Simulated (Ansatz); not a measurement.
Write the native input for Ansatz 0.2.0 that does the following.

```
Task                : single point
Functional          : PBE
Potentials or basis : Ansatz PAW
Cutoff              : 420 eV (not typed: the program's choice for these potentials)
k mesh              : 11 × 11 × 11
Occupations         : gaussian, width 0.016 eV
Spin                : no spin polarisation
```

Crystal: Sn.

```
Sn
1.0
    -1.72654    1.77555    2.33834
     1.72654   -1.77555    2.33834
     1.72654    1.77555   -2.33834
Sn
1
Direct
  0.00000 0.00000 0.00000
```

This isn't the form of Sn at room conditions, which is tetragonal (white tin).

The input as run:

input.yaml

```yaml
crystal:
  lattice:
    - [-1.726539, 1.775547, 2.338342]
    - [1.726539, -1.775547, 2.338342]
    - [1.726539, 1.775547, -2.338342]
  atoms:
    - { symbol: Sn, position: [0.0, 0.0, 0.0] }
hamiltonian:
  xc: pbe
  pseudopotentials: { kind: paw }
kpoints:
  mp_grid: { grid: [11, 11, 11] }
scf:
  occupations: { method: gaussian, width: 0.016 }
output:
  forces: true
  stress: true
  eigenvalues: true
  write_density: true
  write_potential: true
  elf: true
  volumetric_format: npy
```

Potentials or basis: Ansatz PAW.

The run is started by

```bash
$ ansatz run input.yaml --threads 2 --pin off --max-ram 5632MiB --backend cpu --events-out ev --progress --plain --runs-dir out
```

Results of the run:

```yaml
Pressure: -1.0 GPa
Band_gap_on_the_k_mesh: none (metal or under the smearing width)
```

Wall time 2.2 s on 2 threads of Arm Neoverse V2, with other jobs on the host, peak memory 0.34 GiB.
